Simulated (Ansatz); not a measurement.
Two isomers of C4H8: A = `C/C=C\C`, B = `C=CCC`.

Computed with Ansatz on PBE0-D4/def2-TZVP structures; ΔE is electronic, products minus reactants. CBS: MP2 limit from def2 TZ/QZ plus the TZ coupled-cluster correction, frozen cores. DFT in def2-TZVPP. B3LYP here is the variant with VWN-RPA as its local correlation; programs differ in this. Each species was taken in one conformer, which may not be the lowest.

Problem. Which isomer does CCSD(T)/CBS put lower? Give the gap. (An estimate is asked.)

Solution. The calculation gave: A, by 1.3 kcal/mol.

Problem. Give E(B) − E(A) in kcal/mol with PBE-D4, B2PLYP, LDA (SPW92), CCSD/def2-TZVPP, B3LYP, MP2/def2-TZVPP, CCSD(T)/def2-TZVPP. (An estimate is asked.)

Solution. The calculation gave: PBE-D4 2.6, B2PLYP 1.7, LDA (SPW92) 3.3, CCSD/def2-TZVPP 1.1, B3LYP 1.9, MP2/def2-TZVPP 1.4, CCSD(T)/def2-TZVPP 1.2. None reverses the order clearly.

Problem. Does the order hold for the free energy at 298.15 K (harmonic terms from PBE0-D4)? (Estimate.)

Solution. Ansatz gave: Yes: G(B) − G(A) = +1.3 kcal/mol, for one conformer each.

Largest T1 diagnostic: 0.010.

Leaving LDA and LC-ωPBE aside and taking each functional with its dispersion term where it has one, the values, not all of them listed here, spread over 1.0 kcal/mol, from ωB97M-V to PBE-D4. LDA lies +0.8 kcal/mol from PBE without D4.
